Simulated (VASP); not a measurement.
Wanted: the native input for a VASP 6.6.1 run.

- Task: single point
- Functional: PBE
- Potentials or basis: VASP PAW PBE potentials, release 64 (Co_GW, O_GW)
- Cutoff: 550 eV
- k mesh: 11 × 11 × 11
- Occupations: gaussian, width 0.05 eV
- Spin: collinear spin, ferromagnetic start
- Starting moments: [2.0, 0.0] μB
- Further INCAR settings: ALGO = Normal; EDIFF = 1e-07

The structure of CoO lies in POSCAR:

```
CoO
1.0
    0.0000000000      2.1315000000      2.1315000000
    2.1315000000      0.0000000000      2.1315000000
    2.1315000000      2.1315000000      0.0000000000
Co O
1 1
Direct
    0.0000000000      0.0000000000      0.0000000000
    0.5000000000      0.5000000000      0.5000000000
```

The input as run:

INCAR

```
SYSTEM = CoO
PREC     = Accurate       ! precision mode
ENCUT    = 550            ! plane-wave cutoff, eV
EDIFF    = 1E-7           ! SCF threshold, eV
ISMEAR   = 0              ! smearing method
SIGMA    = 0.05           ! smearing width, eV
LREAL    = .FALSE.        ! projectors in reciprocal space
LASPH    = .TRUE.         ! aspherical terms in the spheres
NELM     = 100            ! most SCF steps
ALGO     = Normal         ! electronic algorithm
ISIF     = 2              ! what is computed and relaxed
LWAVE    = .FALSE.        ! write WAVECAR
LCHARG   = .TRUE.         ! write CHGCAR
ISPIN    = 2              ! spin polarisation
MAGMOM   = 2 0            ! initial moments
LORBIT   = 11             ! projections on sites
LMAXMIX  = 4              ! l up to which the mixer works
GGA      = PE             ! functional
LELF     = .TRUE.         ! ELF
LVHAR    = .TRUE.
```

KPOINTS

```
Automatic mesh
0
G
  11 11 11
  0 0 0
```

Potentials or basis: VASP PAW PBE potentials, release 64 (Co_GW, O_GW).

Run with:

```sh
$ cat potpaw_PBE.64/Co_GW/POTCAR potpaw_PBE.64/O_GW/POTCAR > POTCAR
$ mpirun -np 1 vasp_std > vasp.out
```

Results of the run:

* Pressure: -2.9 GPa
* Band gap on the k mesh: none (metal or under the smearing width)
* Net moment: 2.93 μB per cell
* Site moments: Co +2.56; O +0.31 μB
* Valence electrons inside the program's atomic spheres: Co 7.75; O 4.91

Caveat: a cell with one magnetic atom can't hold antiferromagnetic order, which such compounds often take; semilocal functionals often make such compounds metallic where correlation or magnetic order opens a gap, which also shifts bond lengths.

Wall time 33 s on 1 thread of Intel(R) Xeon(R) Platinum 8488C (Sapphire Rapids), with other jobs on the host, peak memory 0.17 GiB.
